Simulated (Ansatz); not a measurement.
**Sc: the crystal squeezed far**

One table from this session's results is given with a row withheld; the runs are named, their logs left out.

Computed with Ansatz 0.2.0 (DFT PBE, with the methods named in each step, unless a step's input says otherwise).

**The starting structure**

It takes space group Fm-3m (No. 225, cubic). The conventional cell has a = 4.625 Å, b = 4.625 Å, c = 4.625 Å, α = 90.00°, β = 90.00°, γ = 90.00°. Around Sc (site symmetry m-3m) lie 12 Sc at 3.27 Å.

Coordinates:

```xyz
1
Lattice="0.0000 2.3125 2.3125 2.3125 0.0000 2.3125 2.3125 2.3125 0.0000" Properties=species:S:1:pos:R:3 pbc="T T T"
Sc    0.0000    0.0000    0.0000
```

Whether this phase is the stable one at these pressures isn't tested.

The first run:

The input, input.yaml:

```yaml
crystal:
  lattice:
    - [0.0, 2.3125339659, 2.3125339659]
    - [2.3125339659, 0.0, 2.3125339659]
    - [2.3125339659, 2.3125339659, 0.0]
  atoms:
    - { symbol: Sc, position: [0.0, 0.0, 0.0] }
kpoints:
  mp_grid: { grid: [16, 16, 16] }
scf:
  occupations: { method: fermi_dirac, width: 0.08 }
hamiltonian:
  xc: pbe
  pseudopotentials: { kind: paw }
output:
  forces: true
  stress: true
relax:
  f_tol: 0.005
  max_steps: 40
  cell: {}
```

Run with:

```console
$ ansatz run input.yaml --threads 1 --pin off --max-ram 2048MiB --backend cpu --events-out ev --progress --plain --runs-dir out
```

Steps of the session up to this table: Cell relaxed at zero pressure, PAW; Volume scaled by 1, PAW; Volume scaled by 0.88, PAW; Volume scaled by 0.78, PAW; Volume scaled by 0.68, PAW; Volume scaled by 0.58, PAW; Volume scaled by 0.58, PAW (source ansatz); Volume scaled by 0.5, PAW; Volume scaled by 0.43, PAW; Volume scaled by 0.43, PAW (cutoff 250 eV).

One of the session's tables, all rows but one given; the rest of the session is left out.

```
             method  volume over the first  volume (Å³/atom)  pressure (GPa)
                PAW                      1            24.734           -0.02
                PAW                   0.88            21.766            7.92
                PAW                   0.78            19.293           18.56
                PAW                   0.68                 ?               ?
                PAW                   0.58            14.346           62.97
                PAW                    0.5            12.367           96.91
                PAW                   0.43            10.636          141.71
PAW (cutoff 250 eV)                   0.43            10.636          144.34
PAW (source ansatz)                   0.58            14.346           62.93
```

Estimate the missing values for PAW, 0.68.

As computed: volume (Å³/atom): 16.819; pressure (GPa): 35.46. In the column «volume (Å³/atom)» it lies between PAW (source ansatz), 0.58 (14.346) and PAW, 0.78 (19.293).

Caveats from the session: Warnings in the runs' records: cutoff below recommended.
